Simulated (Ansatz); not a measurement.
# CdS (Greenockite) (P6_3mc) in Ansatz: notebook

Runs on CdS (Greenockite). Level: PBE-EpsX. Tasks: band structure, relaxation of cell and atoms.

Everything below comes from runs of Ansatz 0.2.0. Logs are shortened: lines on timing, memory, paths and dates and some standing lists are left out, and cuts for length are marked.

## 1. The structure

Symmetry: P6_3mc, No. 186, hexagonal system. The conventional cell has a = 4.150 Å, b = 4.150 Å, c = 6.737 Å, α = 90.00°, β = 90.00°, γ = 120.00°. Cd (site symmetry 3m) is surrounded by 4 S at 2.53 to 2.54 Å. S (site symmetry 3m) has 4 Cd at 2.53 to 2.54 Å as nearest neighbours.

## 2. Band structure, PBE-EpsX

input.yaml reads:

```yaml
crystal:
  lattice:
    - [4.15, 0.0, 0.0]
    - [-2.075, 3.5940054257, 0.0]
    - [0.0, 0.0, 6.737]
  atoms:
    - { symbol: Cd, position: [0.6666666667, 0.3333333333, 0.5] }
    - { symbol: Cd, position: [0.3333333333, 0.6666666667, 0.0] }
    - { symbol: S, position: [0.6666666667, 0.3333333333, 0.875] }
    - { symbol: S, position: [0.3333333333, 0.6666666667, 0.375] }
hamiltonian:
  xc:
    exchange: pbe
    correlation: pbe
    exx: { coeff: inverse_dielectric }
  pseudopotentials: { kind: paw }
kpoints:
  mp_grid: { grid: [4, 4, 3] }
  band_path:
    path:
      - [[0.0, 0.0, 0.0], [0.5, 0.0, 0.0], [0.3333333333, 0.3333333333, 0.0], [0.0, 0.0, 0.0], [0.0, 0.0, 0.5], [0.5, 0.0, 0.5], [0.3333333333, 0.3333333333, 0.5], [0.0, 0.0, 0.5]]
      - [[0.5, 0.0, 0.5], [0.5, 0.0, 0.0]]
      - [[0.3333333333, 0.3333333333, 0.0], [0.3333333333, 0.3333333333, 0.5]]
    npoints: 4
scf:
  occupations: { method: fermi_dirac, width: 0.05 }
  n_extra_bands: 10
output:
  forces: true
  stress: true
  eigenvalues: true
  fatbands: false
  write_density: true
  write_potential: true
  elf: true
  volumetric_format: npy
```

Potentials or basis: Ansatz PAW.

Started as:

```console
$ ansatz run input.yaml --threads 2 --pin off --max-ram 5632MiB --backend cpu --events-out ev --progress --plain --runs-dir out
```

Log:

```text
Warning: output.stress: scf.convergence.dr2_threshold = 1e-7 eV (the SCF's general default) is looser than the 4e-10 eV advised for a printed stress (1e-10 eV for each atom of the cell: 4). What an SCF threshold leaves in a stress goes as its square root, and in the free energy as the threshold itself, and one threshold admits the most on a small cell: of the crystals measured, under no hybrid functional and no lock of the moments, on runs that ended without the residual-converged pass, on stresses that held no estimate of that error, the worst erred by over 100 MPa in a component at 1e-7 eV an atom and by under 5 at 1e-10. Set scf.convergence.dr2_threshold to 4e-10 eV or tighter. The threshold is an SCF's pass mark: one that does not reach it within its budget of iterations ends unconverged, or closes short of it on a stop that the run arms, and scf.convergence.dr2_threshold's page says what that costs each kind of run
Warning: output.stress: scf.exx.energy_threshold = 1e-6 eV is looser than the 4e-8 eV advised for a stress under a hybrid functional (1e-8 eV for each atom of the cell: 4). Every SCF of the exchange loop can meet its threshold on dr2 while the loop round them stops early: no threshold on dr2 bounds what that leaves in the stress. Set scf.exx.energy_threshold to 4e-8 eV or tighter. The threshold is the loop's pass mark: a loop that does not reach it within its budget of cycles ends unconverged, and scf.exx.energy_threshold's page has the law
Warning: RAYON_NUM_THREADS=2 ignored (pool sized by the plan → 2); use --threads N
scf.n_extra_bands = 10 over 26 filled bands (N_el = 52.0): the run solves 36 bands
the fraction of exact exchange is that of a crystal of Cd2S2
Engine: ansatz 0.2.0, x86_64-unknown-linux-gnu
Pseudopotentials: kind: paw
Pseudopotential: Cd, paw, valence charge 20, recommended cutoff 420 eV (normal), Cd.paw.azcp
Pseudopotential: S, paw, valence charge 6, recommended cutoff 420 eV (normal), S.paw.azcp
Functional definition: unnamed
  parameter a_1 = 0.25
  exchange = (1 - a_1)*pbe_x + a_1*exact_x
  correlation = pbe_c
  a weight of exact exchange comes from the crystal, and the text's number only plans the run
Solving k-mesh 6×6×4 for the fraction of exact exchange
ε∞ on k-mesh 6×6×4 of a primitive cell, without crystal.supercell, crystal.defects and total_charge: xx 5.9948, yy 5.9948, zz 6.0956; 3/Tr ε∞, of that cell with its empty space = 0.1658821791056167; solved inside the basis of its states, on 10×10×6 points, each entry to 0.0248, at a least direct gap of 1.195 eV
Crystal: 4 atoms, lattice volume = 100.483 Å³
Basis set: ecut = 420 eV, 1973 PW (Γ), exchange–correlation on 60×60×96 points (8 copies of the dense FFT grid, shifted against one another)
Bands: 36, of which v1, the nominal top of the filled ones, is band 26 counted from 1 (25 counted from 0)
Symmetry: 12 space group operations
Space group: P63mc (ITA 186), of the structure as read, at distance tolerance 4.6e-5 Å
k-points: 8 of 48 (time reversal used)
Non-local potential: Cd, projectors of the file, l = 0: 3, l = 1: 2, l = 2: 2, l = 3: 1
Non-local potential: S, projectors of the file, l = 0: 2, l = 1: 2, l = 2: 2
PAW form: soft (Blöchl's): semilocal exchange-correlation on the pseudo side does not see the compensation charge
PAW frozen core: Cd, regenerated for the run's functional, and the local potential with it (the file was generated under x = pbe(κ = 0.804, μ = 0.2195149727645171), c = pbe(β = 0.06672455060314922))
PAW frozen core: S, regenerated for the run's functional, and the local potential with it (the file was generated under x = pbe(κ = 0.804, μ = 0.2195149727645171), c = pbe(β = 0.06672455060314922))
PAW one-centre angular grid: Cd, 590 points (default); XC on 64 Gauss nodes
PAW one-centre angular grid: S, 110 points (default); XC on 64 Gauss nodes
Initial density: superposition of atomic densities (neutral atoms: chi_scale 0, normalization atom), corrected by the library's trained network
Initial wavefunctions: pseudopotential atomic-orbital guess
Functional: x = pbe(κ = 0.804, μ = 0.2195149727645171), c = pbe(β = 0.06672455060314922), warm-up for x = 0.8341178208943834 pbe(κ = 0.804, μ = 0.2195149727645171) + 0.1658821791056167 exact, c = pbe(β = 0.06672455060314922)
SCF iter   1: F=—  HF=-18315.601931 eV  |F-HF|=—  |Δ(HF+E_count)|=         —  Δρ=5.29e-4  dr2=1.69e-4  ethr=1.77e-3  ⟨swp⟩=12.6  Hψ=1453  notcnv=0
preconditioner: auto → none  [insulator: Δε(μ)=1.185 eV  Ē_g=13.105 eV  σ=0.050 eV  W_gap=1.00  n_scr=22 (ndim 8)  ℏωp=22.2 eV  f_vac=0.131  D(μ)=0.00/eV (n_scr^D=0)]
SCF iter   2: F=-18315.602342 eV  HF=-18315.602252 eV  |F-HF|=9.01e-5  |Δ(HF+E_count)|=   3.21e-4  Δρ=2.02e-4  dr2=1.80e-5  ethr=3.25e-7  ⟨swp⟩=4.1  Hψ=826  notcnv=0
SCF 1 stopped early in 2 iterations: F = -18315.602342 eV  dr2 = 1.80e-5
Initial density: handed on by an earlier stage of this run
Initial wavefunctions: those handed on with the density
Functional: x = 0.8341178208943834 pbe(κ = 0.804, μ = 0.2195149727645171) + 0.1658821791056167 exact, c = pbe(β = 0.06672455060314922)
Frozen-core exchange: fock
SCF iter   1: F=—  HF=-18320.776643 eV  |F-HF|=—  |Δ(HF+E_count)|=         —  Δρ=4.31e-3  dr2=1.42e-2  ethr=3.46e-7  ⟨swp⟩=8.0  Hψ=1431  notcnv=0
preconditioner: auto → none  [insulator: Δε(μ)=2.276 eV  Ē_g=14.984 eV  σ=0.050 eV  W_gap=1.00  n_scr=22 (ndim 8)  ℏωp=22.2 eV  f_vac=0.131  D(μ)=0.00/eV (n_scr^D=0)]
SCF iter   2: F=—  HF=-18320.773458 eV  |F-HF|=—  |Δ(HF+E_count)|=   3.18e-3  Δρ=1.67e-3  dr2=1.86e-3  ethr=3.46e-7  ⟨swp⟩=4.0  Hψ=847  notcnv=0
SCF iter   3: F=—  HF=-18320.779599 eV  |F-HF|=—  |Δ(HF+E_count)|=   6.14e-3  Δρ=1.05e-3  dr2=7.29e-4  ethr=3.46e-7  ⟨swp⟩=4.0  Hψ=782  notcnv=0
SCF iter   4: F=—  HF=-18320.779480 eV  |F-HF|=—  |Δ(HF+E_count)|=   1.18e-4  Δρ=2.64e-4  dr2=5.11e-5  ethr=3.46e-7  ⟨swp⟩=3.0  Hψ=630  notcnv=0
SCF iter   5: F=—  HF=-18320.779559 eV  |F-HF|=—  |Δ(HF+E_count)|=   7.89e-5  Δρ=1.00e-4  dr2=9.07e-6  ethr=8.07e-8  ⟨swp⟩=3.1  Hψ=610  notcnv=0
iter 6 solved again at ethr=2.52e-10 eV; its pass at ethr=1.59e-8 eV (dr2=1.31e-7 eV) is discarded
SCF iter   6: F=-18320.779557 eV  HF=-18320.779558 eV  |F-HF|=5.50e-7  |Δ(HF+E_count)|=   1.66e-6  Δρ=1.72e-5  dr2=9.27e-7  ethr=2.52e-10  ⟨swp⟩=4.6  Hψ=1338  notcnv=0  defer=5
SCF 2 stopped early in 6 iterations: F = -18320.779557 eV  dr2 = 9.27e-7
  Residual-converged pass: ⟨swp⟩=3.0  Hψ=517  notcnv=0  max |occ|·‖R‖ = 6.6e-6 eV (tolerance 6.7e-6 eV)  dr2=9.27e-7  dr2_onsite=1.34e-8  max |Δocc| = 1.3e-17
hybrid outer 1: dexx = +6.801e-3 eV, tail = 1.14e-5 eV
Frozen-core exchange: fock
SCF iter   1: F=—  HF=-18320.779609 eV  |F-HF|=—  |Δ(HF+E_count)|=         —  Δρ=2.68e-5  dr2=2.36e-7  ethr=1.09e-7  ⟨swp⟩=4.2  Hψ=661  notcnv=0
preconditioner: auto → none  [insulator: Δε(μ)=2.303 eV  Ē_g=14.944 eV  σ=0.050 eV  W_gap=1.00  n_scr=22 (ndim 8)  ℏωp=22.2 eV  f_vac=0.132  D(μ)=0.00/eV (n_scr^D=0)]
SCF iter   2: F=—  HF=-18320.779609 eV  |F-HF|=—  |Δ(HF+E_count)|=   7.27e-9  Δρ=8.79e-6  dr2=5.74e-8  ethr=4.31e-10  ⟨swp⟩=4.0  Hψ=755  notcnv=0
SCF iter   3: F=—  HF=-18320.779609 eV  |F-HF|=—  |Δ(HF+E_count)|=   1.01e-8  Δρ=2.53e-6  dr2=1.10e-8  ethr=8.81e-11  ⟨swp⟩=3.0  Hψ=594  notcnv=0
SCF iter   4: F=—  HF=-18320.779609 eV  |F-HF|=—  |Δ(HF+E_count)|=   4.81e-8  Δρ=1.52e-6  dr2=2.89e-9  ethr=5.10e-12  ⟨swp⟩=4.0  Hψ=731  notcnv=0  defer=1
SCF iter   5: F=-18320.779609 eV  HF=-18320.779609 eV  |F-HF|=3.20e-10  |Δ(HF+E_count)|=  7.71e-10  Δρ=7.52e-7  dr2=3.81e-10  ethr=4.79e-12  ⟨swp⟩=3.0  Hψ=553  notcnv=0
SCF 3 converged in 5 iterations: F = -18320.779609 eV  dr2 = 3.81e-10
  Residual-converged pass: ⟨swp⟩=3.0  Hψ=535  notcnv=0  max |occ|·‖R‖ = 6.0e-7 eV (tolerance 6.3e-7 eV)  dr2=3.83e-10  dr2_onsite=7.43e-11  max |Δocc| = 4.4e-19
hybrid outer 2: dexx = +9.708e-8 eV, tail = 5.93e-9 eV, Δε = 1.65e-3 eV (about 4.35e-5 eV left of the loop's levels), ΔF = 7.41e-4 eV/Å (tail 2.64e-4)
NSCF: frozen V_eff on 39 k-points
hybrid SCF converged: 2 outer / 11 inner (+2 warm-up), last move |dexx| = 9.71e-8 eV, tail = 5.93e-9 eV
Stability not checked: this state was not tested for a lower state beside it, because the functional holds exact exchange (a hybrid, or Hartree-Fock), whose exchange loop this test does not read (fock_operator; see scf.lower_state_search)
Free energy (F): -18320.779609 eV
Frozen-core exchange: fock
Harris-Foulkes:  -18320.779609 eV  (|F-HF|=3.20e-10)
Internal energy: -18320.779609 eV  (E = F + TS)
E sigma→0 (E₀):  -18320.779609 eV
Fermi energy:    7.245972 eV
--- Per-component energies (eV) ---
  E_band       = -1119.263831
  E_kinetic    = 1224.784629
  E_local      = -8076.884852  (includes V_loc(G=0)·N_el)
  E_nonlocal   = 125.182556
  E_hartree    = 3711.263396
  E_xc         = -463.999011
  E_vxc        = -523.996626  (∫ρ·V_xc dr)
  E_exx        = -146.484337  (= α·E_x^exact, valence–valence)
  E_paw        = -9311.316286  (= ΣΔE_a)
  E_vpaw       = -997.910302  (= ΣTr[D̂ρ^β])
  E_aug_tail   = 0.000032  (compensation charges beyond the density's cutoff)
  E_ewald      = -5382.392226
  E_core_change = -0.933510  (= ΣΔE_core)
  E_smearing   = -0.000000  (= −TS)
  E_closure    = -0.000000  (closes the sum)
  Σ components = -18320.779609   (vs F -18320.779609, Δ=0.00e0)
--- Forces (eV/Å), atoms counted from 1 ---
  atom   1  Cd     0.00000000    -0.00000000    -0.06071314
  atom   2  Cd     0.00000000     0.00000000    -0.06071314
  atom   3  S      0.00000000    -0.00000000     0.06067923
  atom   4  S      0.00000000     0.00000000     0.06067923
  max |Σ_I F_I| component: 6.78e-5 eV/Å
--- Stress (GPa, compression-positive) ---
        1.117446       0.000000      -0.000000
        0.000000       1.117446       0.000000
       -0.000000       0.000000       1.529875
  P = ⅓ Tr σ = 1.2549 GPa (12.549 kbar)
--- Band table (eV; the first three rows and the last of 8) ---
  k-point 0: bands = ["-98.5921", "-98.5921", "-58.7705", "-58.7704", "-58.7704", "-58.7703", "-58.7703", "-58.7702", "-7.0514", "-6.6071", "-2.4110", "-2.3889", "-2.3889", "-2.3024", "-2.3024", "-1.9862", "-1.9862", "-1.9001", "-1.9001", "-1.5353", "1.5053", "5.2675", "5.2675", "6.0381", "6.0705", "6.0705", "8.3740", "10.0412", "13.7781", "13.7781", "14.1193", "14.9336", "14.9336", "15.0453", "17.1838", "17.1838"]
  k-point 1: bands = ["-98.5921", "-98.5921", "-58.7704", "-58.7703", "-58.7703", "-58.7703", "-58.7703", "-58.7702", "-6.9367", "-6.7132", "-2.3722", "-2.3722", "-2.3291", "-2.3291", "-2.3143", "-1.9604", "-1.9604", "-1.9322", "-1.9173", "-1.9173", "2.5465", "4.5466", "5.4578", "5.4578", "5.8584", "5.8584", "9.6152", "10.1514", "13.4346", "13.9115", "13.9115", "14.0549", "14.4529", "14.4529", "18.0383", "18.0383"]
  k-point 2: bands = ["-98.5921", "-98.5921", "-58.7706", "-58.7704", "-58.7704", "-58.7703", "-58.7703", "-58.7702", "-6.8533", "-6.5307", "-2.3462", "-2.3235", "-2.2352", "-2.1993", "-2.1778", "-2.0227", "-1.9732", "-1.9508", "-1.8843", "-1.4059", "1.8890", "3.5377", "4.0868", "4.6478", "5.5583", "5.6849", "10.1941", "11.2881", "12.7723", "13.6932", "14.3562", "14.7696", "15.3589", "15.7809", "16.1498", "17.2038"]
  k-point 7: bands = ["-98.5921", "-98.5921", "-58.7707", "-58.7706", "-58.7704", "-58.7703", "-58.7703", "-58.7702", "-6.5822", "-6.5125", "-2.2642", "-2.2509", "-2.1949", "-2.1542", "-2.0214", "-2.0203", "-1.9351", "-1.9344", "-1.5965", "-1.4139", "1.9688", "2.2925", "3.6566", "4.2505", "4.4138", "5.0343", "11.4147", "11.9253", "12.9806", "13.2481", "13.7910", "14.3057", "15.4828", "16.1416", "17.6576", "18.0809"]
```

It took 2 min on 2 threads of AMD EPYC 9R45 (Zen 5), shared host; peak memory 1.3 GiB.

What came out:

```
Free energy             : -18320.7796 eV
Pressure                : 1.3 GPa
Largest force           : 0.061 eV/Å
Band gap on the k mesh  : 2.30 eV, direct
Band gap along the path : 2.30 eV, direct
Share of exact exchange : 0.166
```

Forces on the atoms (eV/Å):
```
Cd   0.000  0.000 -0.061
Cd   0.000  0.000 -0.061
S    0.000  0.000  0.061
S    0.000  0.000  0.061
```

Levels at the corners of the path, in eV from the valence-band top:
```csv
point,band 24,band 25,band 26,band 27,band 28,band 29
Γ,-0.03,0.00,0.00,2.30,3.97,7.71
M,-1.95,-1.35,-0.77,4.92,5.04,6.23
K,-1.94,-1.94,-1.70,5.72,6.42,6.42
Γ,-0.03,0.00,0.00,2.30,3.97,7.71
A,-0.42,-0.42,-0.42,4.01,4.01,7.41
L,-1.40,-1.38,-1.38,4.62,4.62,6.60
H,-2.52,-1.16,-1.16,5.62,5.62,7.24
A,-0.42,-0.42,-0.42,4.01,4.01,7.41
L,-1.40,-1.38,-1.38,4.62,4.62,6.60
M,-1.95,-1.35,-0.77,4.92,5.04,6.23
K,-1.94,-1.94,-1.70,5.72,6.42,6.42
H,-2.52,-1.16,-1.16,5.62,5.62,7.24
```

Caveat: the k mesh is coarse (spacing up to 0.44 Å⁻¹), so the values aren't converged, least of all with exact exchange; the PAW data sets come from PBE, with cores solved anew for the run's functional, which leaves a small shift of forces and pressure; the thresholds are loose for stress.

## 3. Relaxation of cell and atoms, PBE-EpsX

input.yaml reads:

```yaml
crystal:
  lattice:
    - [4.15, 0.0, 0.0]
    - [-2.075, 3.5940054257, 0.0]
    - [0.0, 0.0, 6.737]
  atoms:
    - { symbol: Cd, position: [0.6666666667, 0.3333333333, 0.5] }
    - { symbol: Cd, position: [0.3333333333, 0.6666666667, 0.0] }
    - { symbol: S, position: [0.6666666667, 0.3333333333, 0.875] }
    - { symbol: S, position: [0.3333333333, 0.6666666667, 0.375] }
hamiltonian:
  xc:
    exchange: pbe
    correlation: pbe
    exx: { coeff: inverse_dielectric }
  pseudopotentials: { kind: paw }
kpoints:
  mp_grid: { grid: [4, 4, 2] }
scf:
  occupations: { method: fermi_dirac, width: 0.05 }
output:
  forces: true
  stress: true
  write_density: true
  write_potential: true
  elf: true
  volumetric_format: npy
relax:
  f_tol: 0.01
  max_steps: 40
  cell: { stress_tol: 0.05 }
```

Potentials or basis: Ansatz PAW.

Started as:

```console
$ ansatz run input.yaml --threads 2 --pin off --max-ram 5632MiB --backend cpu --events-out ev --progress --plain --runs-dir out
```

Run time: 57 s. Hardware: 2 threads of AMD EPYC 9R45 (Zen 5), shared host; peak memory 1.1 GiB.

Results (log left out):

- Free energy: -18320.7878 eV
- Relaxed volume: 25.64 Å³/atom
- Relaxed cell: a = 4.179 Å, b = 4.179 Å, c = 6.779 Å, α = 90.00°, β = 90.00°, γ = 120.00°
- Space group after relaxing (to 0.05 Å): P6_3mc (No. 186)
- Energy gained by relaxing: 2.1 meV/atom
- Ionic steps: 5
- Pressure after relaxing: 0.0 GPa
- Band gap on the k mesh: 2.26 eV, direct
- Share of exact exchange: 0.166

The path:
```
step  energy change (eV)  largest force (eV/Å)  volume (Å³)
   1              0.0000                0.0593       100.48
   2             -0.0072                0.0243       102.66
   3             -0.0074                0.0115       102.57
   4             -0.0074                0.0002       102.55
   5             -0.0085                0.0003       102.55
```

Final structure:
```xyz
4
Lattice="4.1795 0.0000 0.0000 -2.0897 3.6195 0.0000 0.0000 0.0000 6.7787" Properties=species:S:1:pos:R:3 pbc="T T T"
Cd    2.0897    1.2065    3.3827
Cd    0.0000    2.4130   -0.0067
S     2.0897    1.2065    5.9380
S     0.0000    2.4130    2.5487
```

Levels at points of the mesh, in eV from the valence-band top:
| k point | band 23 | band 24 | band 25 | band 26 | band 27 | band 28 | band 29 |
| --- | --- | --- | --- | --- | --- | --- | --- |
| (0.00, 0.00, 0.00) | -0.77 | -0.03 | 0.00 | 0.00 | 2.26 | 3.92 | 7.70 |
| (0.00, 0.00, -0.50) | -0.40 | -0.40 | -0.40 | -0.40 | 3.96 | 3.96 | 7.37 |
| (0.00, -0.50, 0.00) | -2.65 | -1.88 | -1.28 | -0.76 | 4.87 | 5.03 | 6.24 |
| (0.00, -0.50, -0.50) | -1.35 | -1.35 | -1.32 | -1.32 | 4.62 | 4.62 | 6.57 |

Caveat: the k mesh is coarse (spacing up to 0.47 Å⁻¹), so the values aren't converged, least of all with exact exchange; the plane-wave basis is chosen anew once the cell has moved, so the energies of steps on either side of that aren't comparable; the PAW data sets come from PBE, with cores solved anew for the run's functional, which leaves a small shift of forces and pressure.
